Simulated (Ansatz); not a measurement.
Runs of Ansatz 0.2.0 on SrO. It takes space group Fm-3m (No. 225, cubic). The conventional cell has a = 5.133 Å, b = 5.133 Å, c = 5.133 Å, α = 90.00°, β = 90.00°, γ = 90.00°. Sr (site symmetry m-3m) has 6 O at 2.57 Å as nearest neighbours. Around O (site symmetry m-3m) lie 6 Sr at 2.57 Å. 

```csv
cell,gap on the mesh (eV),pressure (GPa)
relaxed to 10 GPa,3.18,10.0
relaxed,(a),0.0
relaxed to 20 GPa,3.03,20.0
relaxed to 30 GPa,(b),30.0
relaxed to 5 GPa,3.22,5.0
```

Alike in all rows: task relaxation of cell and atoms; level PBEsol; potentials or basis all-electron LAPW, scalar-relativistic; no spin polarisation; k mesh 9 × 9 × 9; smearing fermi-dirac 0.05 eV; basis error allowed 0.001 eV/atom.

Task: Fill in the values left out.

Result: (a) 3.25; (b) 2.88.

Caveats: an odd mesh through Γ misses points on the zone boundary, where band edges often lie.

A k mesh can miss the band edges, and the runs leave out spin-orbit coupling on Sr.
